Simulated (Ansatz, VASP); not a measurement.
CdF2: VASP beside Ansatz

The input INCAR:

```
  PREC = Accurate
  ENCUT = 520
  EDIFF = 1E-6
  ISMEAR = -1
  SIGMA = 0.02
  LREAL = F
  LASPH = T
  NELM = 80
  ALGO = Normal
  ISIF = 2
  LWAVE = F
  LCHARG = F
  NBANDS = 20
```

File KPOINTS:

```
regular mesh
0
Gamma
  8 8 8
```

Contents of POSCAR:

```
CdF2
1.0
    0.0000000000      2.7118415796      2.7118415796
    2.7118415796      0.0000000000      2.7118415796
    2.7118415796      2.7118415796      0.0000000000
Cd F
1 2
Direct
    0.0000000000      0.0000000000      0.0000000000
    0.2500000000      0.2500000000      0.2500000000
    0.7500000000      0.7500000000      0.7500000000
```

Input for Ansatz:

```yaml
crystal:
  lattice:
    - [0.0, 2.7118415796, 2.7118415796]
    - [2.7118415796, 0.0, 2.7118415796]
    - [2.7118415796, 2.7118415796, 0.0]
  atoms:
    - { symbol: Cd, position: [0.0, 0.0, 0.0] }
    - { symbol: F, position: [0.25, 0.25, 0.25] }
    - { symbol: F, position: [0.75, 0.75, 0.75] }
kpoints:
  mp_grid: { grid: [8, 8, 8] }
  band_path:
    path:
      - [0.0, 0.0, 0.0]
      - [0.5, 0.0, 0.5]
      - [0.625, 0.25, 0.625]
      - [0.375, 0.375, 0.75]
      - [0.0, 0.0, 0.0]
      - [0.5, 0.5, 0.5]
      - [0.5, 0.25, 0.75]
      - [0.5, 0.0, 0.5]
    npoints: 5
scf:
  occupations: { method: fermi_dirac, width: 0.02 }
hamiltonian:
  xc: lda
  pseudopotentials: { kind: all_electron, lapw: { basis_error: 0.001 } }
output:
  forces: true
  stress: true
  eigenvalues: true
```

Change from the starting cell: volume scaled by 1.02.

Alike in both runs: task single point; functional LDA; k mesh 8 × 8 × 8; occupations fermi-dirac, width 0.02 eV; no spin polarisation.

|  | VASP | Ansatz |
| --- | --- | --- |
| version | VASP 6.6.1 | Ansatz 0.2.0 |
| potentials or method | VASP PAW LDA potentials, release 64 (Cd, F) | all-electron LAPW, scalar-relativistic |
| plane-wave cutoff (eV) | 520 | see its input |

```csv
,VASP,Ansatz,Ansatz less VASP
gap on the k mesh at the Fermi level (eV),2.73,2.73,-0.002
pressure (GPa),-6.7,-7.5,-0.87
```

Ansatz ran all-electron here, so the differences hold the error of VASP's frozen core and of both bases.

A k mesh can miss the band edges.
